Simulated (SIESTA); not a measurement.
Sn:

```
CELL_PARAMETERS angstrom
-2.94014 2.94014 1.59930
2.94014 -2.94014 1.59930
2.94014 2.94014 -1.59930
ATOMIC_POSITIONS crystal
Sn 0.00000 0.00000 0.00000
Sn 0.75000 0.25000 0.50000
```

Base run:

* Program: SIESTA 5.4.2
* Functional: PBEsol
* Potentials or basis: PseudoDojo 0.4 standard (PBEsol files)
* Basis: DZP (energy shift 0.003 Ry; two zetas on semicore shells)
* Grid cutoff: 500 Ry
* Energy shift: 0.003 Ry
* k mesh: 9 × 9 × 9
* Occupations: fermi-dirac, width 0.05 eV
* Spin: no spin polarisation

Its results: band gap on the k mesh none (metal or under the smearing width); pressure -0.6 GPa.

The run is repeated on the same cell with these changes: functional from PBEsol to LDA; potentials or basis from PseudoDojo 0.4 standard (PBEsol files) to PseudoDojo 0.4 standard (LDA files). What comes out?

Band gap on the k mesh none (metal or under the smearing width); pressure -2.1 GPa.

Caveats: the basis of atomic orbitals isn't converged, which shifts pressures, moduli and gaps.

Not every run made on this cell is shown here.
